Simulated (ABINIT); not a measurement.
The system is GaP.

```xyz
2
Lattice="0.0000 2.7252 2.7252 2.7252 0.0000 2.7252 2.7252 2.7252 0.0000" Properties=species:S:1:pos:R:3 pbc="T T T"
Ga    0.0000    0.0000    0.0000
P     4.0879    4.0879    4.0879
```

Program: ABINIT 10.8.3 (patched build). Alike in all runs: no spin polarisation; cell as given; smearing fermi-dirac 0.05 eV.

Q: Order these runs on this cell by their band gap on the k mesh, lowest first.
A. level HLE16; potentials or basis JTH PAW PBE v2.0; k mesh 8 × 8 × 8; cutoff (eV) 544; fine-grid cutoff 1088.46 eV; mesh quality not flagged
B. level r2SCAN; potentials or basis JTH PAW PBE v2.0; k mesh 3 × 3 × 3; cutoff (eV) 653; fine-grid cutoff 1251.72 eV; mesh quality coarse
C. level PBEsol; potentials or basis JTH PAW PBE v2.0; k mesh 5 × 5 × 5; cutoff (eV) 544; fine-grid cutoff 1088.46 eV; mesh quality not flagged
D. level BP86; potentials or basis PseudoDojo NC SR PBE v0.4.1 standard; k mesh 8 × 8 × 8; cutoff (eV) 1088; mesh quality not flagged

A: C (1.47 eV), D (1.65 eV), B (1.97 eV), A (2.28 eV).

Caveats: some runs use coarse meshes; an odd mesh through Γ misses points on the zone boundary, where band edges often lie (some runs); the potentials were made for a functional far from this one (some runs).

A k mesh can miss the band edges, odd and even meshes differently.

Runs at the PBE level aren't shown here.
